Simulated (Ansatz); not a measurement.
The calculation used Ansatz, DFT, PBE, plane waves (420 eV) with PAW, scalar-relativistic.

An element in the hcp structure gives this curve. The cell is scaled uniformly from the relaxed one, with fractional coordinates and shape fixed. Energies are extrapolated to zero smearing, pressures are those at the given smearing. Magnetic state: spin not included.

```tsv
V (Å³/atom)	E − E₀ (meV/atom)	P (GPa)
17.777	15.7	2.25
18.585	6.7	1.38
19.393	1.7	0.65
20.201	0.0	0.04
21.009	1.2	-0.47
21.817	4.7	-0.90
22.625	10.3	-1.26
```

(1) Which element is it?
A. arsenic
B. hafnium
C. germanium
D. lithium

Results:

(1) D. Its fit is V₀ = 20.25 Å³/atom, B₀ = 13.9 GPa, B₀′ = 3.3.
